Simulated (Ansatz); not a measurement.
## TaN under strains and displacements

Theory: Ansatz 0.2.0, DFT PBEsol, scalar-relativistic, plane waves, PAW.

Settings: cutoff 420 eV, Γ-centred mesh 15×15×8 on the computed 4-atom cell, Gaussian smearing of 0.10 eV; no spin polarisation.

Reference cell:

```yaml
crystal:
  lattice:
    - [3.05000, 0.00000, 0.00000]
    - [-1.52500, 2.64138, 0.00000]
    - [0.00000, 0.00000, 4.94000]
  atoms:
    - { symbol: Ta, position: [0.33333, 0.66667, 0.00000] }
    - { symbol: Ta, position: [0.66667, 0.33333, 0.50000] }
    - { symbol: N, position: [0.33333, 0.66667, 0.38500] }
    - { symbol: N, position: [0.66667, 0.33333, 0.88500] }
```

Each variant moves atoms of this cell by the vectors given, if any (Å), and then applies a symmetric strain (tensor components, Cartesian axes). The reference cell isn't relaxed at this level. Energies are per atom at zero smearing, counted from the lowest variant. Pressure is positive in compression.

1. strain (xx yy zz yz xz xy, %) 1.25 1.25 7.25 0.00 0.00 0.00; moves: Ta1 (0.000, 0.000, 0.100); Ta2 (0.000, 0.000, 0.100); N3 (0.000, 0.000, -0.100); N4 (0.000, 0.000, -0.100)
2. strain (xx yy zz yz xz xy, %) 2.03 2.03 8.03 0.00 0.00 0.00; moves: Ta1 (0.000, 0.000, -0.100); Ta2 (0.000, 0.000, -0.100); N3 (0.000, 0.000, 0.100); N4 (0.000, 0.000, 0.100)
3. strain (xx yy zz yz xz xy, %) -0.70 -0.70 0.80 0.00 0.00 0.00; moves: Ta1 (0.000, 0.000, -0.103); Ta2 (0.000, 0.000, -0.096); N3 (0.000, 0.000, 0.114); N4 (0.000, 0.000, 0.085)
4. no strain; moves: N3 (-0.026, 0.137, 0.055)
5. no strain; moves: N3 (0.000, 0.000, 0.375)
6. strain (xx yy zz yz xz xy, %) 0.34 0.34 6.34 0.00 0.00 0.00; moves: Ta1 (0.000, 0.000, 0.250); Ta2 (0.000, 0.000, 0.250); N3 (0.000, 0.000, -0.250); N4 (0.000, 0.000, -0.250)
7. strain (xx yy zz yz xz xy, %) 5.50 5.50 4.00 0.00 0.00 0.00; moves: Ta1 (0.000, 0.000, 0.100); Ta2 (0.000, 0.000, 0.100); N3 (0.000, 0.000, -0.100); N4 (0.000, 0.000, -0.100)
8. strain (xx yy zz yz xz xy, %) -6.07 -6.07 2.94 0.00 0.00 0.00; moves: Ta1 (0.000, 0.000, -0.100); Ta2 (0.000, 0.000, -0.100); N3 (0.000, 0.000, 0.100); N4 (0.000, 0.000, 0.100)
9. strain (xx yy zz yz xz xy, %) 0.92 0.92 -8.08 0.00 0.00 0.00; moves: Ta1 (0.000, 0.000, -0.030); Ta2 (0.000, 0.000, -0.030); N3 (0.000, 0.000, 0.030); N4 (0.000, 0.000, 0.030)
10. no strain; moves: Ta1 (-0.052, 0.083, -0.113)
11. strain (xx yy zz yz xz xy, %) 2.00 2.00 5.00 0.00 0.00 0.00; moves: Ta1 (0.000, 0.000, 0.100); Ta2 (0.000, 0.000, 0.100); N3 (0.000, 0.000, -0.100); N4 (0.000, 0.000, -0.100)
12. strain (xx yy zz yz xz xy, %) -0.33 -0.33 -6.33 0.00 0.00 0.00; moves: Ta1 (0.000, 0.000, -0.250); Ta2 (0.000, 0.000, -0.250); N3 (0.000, 0.000, 0.250); N4 (0.000, 0.000, 0.250)

(1) Order the variants by energy, lowest first.

(2) Order them by pressure, highest first.

Spin–orbit coupling is left out, which can shift energies with elements as heavy as these. Some atoms are far too close here, so the PAW spheres overlap strongly and the numbers are rough.

Answers

(1) 1 (0.0 meV/atom), 7 (13.9 meV/atom), 11 (110.9 meV/atom), 2 (538.3 meV/atom), 4 (875.6 meV/atom), 10 (878.9 meV/atom), 5 (1075.0 meV/atom), 3 (1193.3 meV/atom), 9 (1250.1 meV/atom), 12 (1527.9 meV/atom), 6 (2055.7 meV/atom), 8 (2803.1 meV/atom).

(2) 8 (249.52 GPa), 12 (186.26 GPa), 9 (171.46 GPa), 6 (146.56 GPa), 3 (145.20 GPa), 5 (138.04 GPa), 10 (130.82 GPa), 4 (130.43 GPa), 2 (77.98 GPa), 11 (74.69 GPa), 1 (68.17 GPa), 7 (51.80 GPa).

This wurtzite form isn't the usual stable structure of the compound.